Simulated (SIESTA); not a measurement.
# MgS (Niningerite) in SIESTA: convergence with ElectronicTemperature

Input of the first run (ElectronicTemperature 0.5); the others differ in this setting and in those tied to it:

File MgS.fdf:

```
SystemName                      Niningerite
SystemLabel                     MgS
NumberOfSpecies                 2
NumberOfAtoms                   2
%block ChemicalSpeciesLabel
  1  16 S
  2  12 Mg
%endblock ChemicalSpeciesLabel

LatticeConstant                 1.0 Ang
%block LatticeVectors
     0.0000000000     2.6016500000     2.6016500000
     2.6016500000     0.0000000000     2.6016500000
     2.6016500000     2.6016500000     0.0000000000
%endblock LatticeVectors
AtomicCoordinatesFormat         Fractional
%block AtomicCoordinatesAndAtomicSpecies
     0.4992310000     0.5036530000     0.5096220000  1  S
     0.0147500000    -0.0082040000    -0.0116660000  2  Mg
%endblock AtomicCoordinatesAndAtomicSpecies

%block kgrid.MonkhorstPack
    7   0   0  0.0
    0   7   0  0.0
    0   0   7  0.0
%endblock kgrid.MonkhorstPack
XC.Functional                   GGA
XC.Authors                      PBE
PAO.BasisSize                   DZP
PAO.EnergyShift                 0.003 Ry
Mesh.Cutoff                     800 Ry
OccupationFunction              FD
ElectronicTemperature           0.5 eV
MaxSCFIterations                120
SCF.MustConverge                false
SCF.Mixer.Method                Pulay
SCF.Mixer.Weight                0.25
SCF.Mixer.History               8
SCF.DM.Tolerance                5.0e-05
SCF.H.Tolerance                 1.0e-03 eV
WriteForces                     true
Charge.Mulliken                 end
%block PAO.Basis
  Mg 4
  n=2 0 2
    2.604 0.000
  n=3 0 2
    8.245 0.000
  n=2 1 2
    2.943 0.000
  n=3 1 1
    8.245
%endblock PAO.Basis
```

Potentials or basis: PseudoDojo 0.4 standard (PBE files), DZP (energy shift 0.003 Ry; two zetas on semicore shells).

Run with:

```bash
$ siesta MgS.fdf > MgS.out 2>&1
```

The cell isn't the ideal one: atoms moved at random, drawn with an rms of 0.05 Å.

Hardware: 1 thread of Intel(R) Xeon(R) 6975P-C (Granite Rapids), on a shared host.

```tsv
ElectronicTemperature	energy less the tightest run, at zero smearing (meV/atom)	pressure (GPa)	gap on the mesh (eV)	SCF cycles	CPU time (s)	peak memory (GiB)
0.5	11.35	3.84	2.953	10	16	0.27
0.3	0.79	3.65	2.941	10	16	0.27
0.2	0.04	3.64	2.940	10	16	0.27
0.1	0.00	3.64	2.940	10	18	0.27
0.05	0.00	3.64	2.940	10	16	0.27
0.025	0.00	3.64	2.940	10	17	0.27
0.01	0.00	3.64	2.940	10	16	0.27
```

Against the tightest run, the energy stays within 1 meV/atom from 0.3 on; the pressure stays within 0.1 GPa from 0.3 on; the gap on the mesh stays within 0.01 eV from 0.3 on. The tightest run that finished is the yardstick and may itself not be fully converged.

Caveat, for the tightest run too: an odd mesh through Γ misses points on the zone boundary, where band edges often lie; the basis of atomic orbitals isn't converged, which shifts pressures, moduli and gaps.
